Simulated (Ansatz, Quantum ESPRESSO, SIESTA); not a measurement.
## Al2O3: programs and potentials compared

```xyz
5
Lattice="3.0175 0.0000 0.0000 -1.5087 2.6132 0.0000 0.0000 0.0000 7.5746" Properties=species:S:1:pos:R:3 pbc="T T T"
Al    0.0000    0.0000    5.4693
Al    0.0000    0.0000    2.1054
O     0.0000    0.0000    3.7873
O     1.5087    0.8711    6.0638
O     0.0000    1.7421    1.5108
```

Measurements of this composition are mostly on another form, of space group No. 167.

Alike in all runs: task band structure; functional PBEsol; k mesh 10 × 10 × 4; occupations fermi-dirac, width 0.05 eV; no spin polarisation; no spin-orbit coupling. Pressure is positive in compression and, in plane waves, holds the error of the finite cutoff. Gaps are the smaller of the mesh's and the band path's.

| program and potentials | plane-wave cutoff (eV) | notes | band gap (eV) | pressure (GPa) | largest force (eV/Å) |
| --- | --- | --- | --- | --- | --- |
| SIESTA, files PseudoDojo sr-pbesol-0.4.1-standard, DZP (energy shift 0.003 Ry) | - | atomic basis | 2.10 | -2.15 | 0.209 |
| Quantum ESPRESSO, GBRV 1.5 PBEsol | 612 | - | 2.22 | -3.18 | 0.160 |
| Ansatz, all-electron LAPW, scalar-relativistic | - | - | 2.24 | -3.71 | 0.205 |

Force on atom 4 (O), eV/Å:

| program and potentials | x | y | z |
| --- | --- | --- | --- |
| SIESTA, files PseudoDojo sr-pbesol-0.4.1-standard, DZP (energy shift 0.003 Ry) | 0.000 | 0.000 | 0.209 |
| Quantum ESPRESSO, GBRV 1.5 PBEsol | 0.000 | 0.000 | -0.160 |
| Ansatz, all-electron LAPW, scalar-relativistic | 0.000 | 0.000 | -0.205 |

The band gap spans 2.10 (SIESTA, files PseudoDojo sr-pbesol-0.4.1-standard, DZP (energy shift 0.003 Ry)) to 2.24 eV (Ansatz, all-electron LAPW, scalar-relativistic), with all-electron results at 2.24. The pressure spans -3.71 (Ansatz, all-electron LAPW, scalar-relativistic) to -2.15 GPa (SIESTA, files PseudoDojo sr-pbesol-0.4.1-standard, DZP (energy shift 0.003 Ry)), with all-electron results at -3.71. Rows in atomic bases carry the error of their basis and grid, which can be large.

The functional is the same throughout but for its coding, so the spread measures potentials, basis and numerics; runs on potential files found faulty are left out.
